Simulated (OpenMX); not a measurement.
CaO:

```xyz
2
Lattice="0.0000 2.4036 2.4036 2.4036 0.0000 2.4036 2.4036 2.4036 0.0000" Properties=species:S:1:pos:R:3 pbc="T T T"
Ca    0.0000    0.0000    0.0000
O     2.4036    2.4036    2.4036
```

The cell is a database's computed one.

Base run:

* Program: OpenMX 3.8.5
* Functional: PBE
* Potentials or basis: OpenMX 2013 PBE set, Ca9.0-s3p2d1, O6.0-s2p2d1, grid cutoff 400 Ry
* k mesh: 11 × 11 × 11
* Occupations: fermi-dirac, width 0.05 eV
* Spin: no spin polarisation

Its results: band gap on the k mesh 3.14 eV, indirect (least direct gap 3.72 eV); pressure -0.7 GPa.

Problem. The run is repeated on the same cell with these changes: potentials or basis from OpenMX 2013 PBE set, Ca9.0-s3p2d1, O6.0-s2p2d1, grid cutoff 400 Ry to OpenMX 2013 PBE set, Ca9.0-s3p2d2, O6.0-s3p2d2, grid cutoff 400 Ry. What comes out?

Solution. Band gap on the k mesh 3.21 eV, indirect (least direct gap 3.78 eV); pressure -2.4 GPa.

Caveats: the basis of atomic orbitals isn't converged, which shifts pressures, moduli and gaps; an odd mesh through Γ misses points on the zone boundary, where band edges often lie (some runs).

Not every run made on this cell is shown here.
